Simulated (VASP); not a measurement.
Input of a VASP 6.6.1 run:

The input INCAR:

```
PREC = Accurate
ENCUT = 700
EDIFF = 1E-6
ISMEAR = 0
SIGMA = 0.1
LREAL = F
LASPH = T
NELM = 60
ALGO = Normal
ISIF = 2
LWAVE = F
LCHARG = T
GGA = PS
LELF = T
LVHAR = T
```

Contents of KPOINTS:

```
regular mesh
0
Gamma
  16 16 16
```

The input POSCAR:

```
TaN
1.0
    0.0000000000      2.1897500000      2.1897500000
    2.1897500000      0.0000000000      2.1897500000
    2.1897500000      2.1897500000      0.0000000000
Ta N
1 1
Direct
    0.5000000000      0.5000000000      0.5000000000
    1.0000000000      0.0000000000      0.0000000000
```

Potentials or basis: VASP PAW PBE potentials, release 64 (Ta_pv, N).

Launch:

```bash
$ cat potpaw_PBE.64/Ta_pv/POTCAR potpaw_PBE.64/N/POTCAR > POTCAR
$ mpirun -np 1 vasp_std > vasp.out
```

Task: Estimate the pressure.

Result: 0.0 GPa.

Task: Estimate the band gap on the k mesh.

Result: None (metal or under the smearing width).

Caveat: the PAW data sets were made with another functional, which shifts forces and pressure a little. The run has no spin-orbit coupling, so splittings on Ta are missing.
